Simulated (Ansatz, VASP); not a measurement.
# One calculation of As, two programs

```
As
1.0
     1.85538    1.07120    3.46657
    -1.85538    1.07120    3.46657
     0.00000   -2.14241    3.46657
As
2
Direct
  0.22600 0.22600 0.22600
  0.77400 0.77400 0.77400
```

Change from the starting cell: volume scaled by 0.96.

Alike in both runs: task single point; functional PBE; k mesh 9 × 9 × 9; occupations fermi-dirac, width 0.05 eV; no spin polarisation.

|  | VASP | Ansatz |
| --- | --- | --- |
| version | VASP 6.6.1 | Ansatz 0.2.0 |
| potentials or method | VASP PAW PBE potentials, release 64 (As), cutoff 520 eV | all-electron LAPW, scalar-relativistic |

VASP gave:

- gap on the k mesh at the Fermi level (eV): none
- pressure (GPa): 7.8
- largest component of the traceless stress (GPa): 1.41
- rms of the force components (eV/Å): 0.459

Which values does Ansatz return?

gap on the k mesh at the Fermi level (eV): none; pressure (GPa): 7.4; largest component of the traceless stress (GPa): 1.28; rms of the force components (eV/Å): 0.416.

Atom by atom the forces differ by 0.044 eV/Å (rms over components). A gap of «none» marks a metal or a gap that the smearing closes. Ansatz ran all-electron here, so the differences hold the error of VASP's frozen core and of both bases.
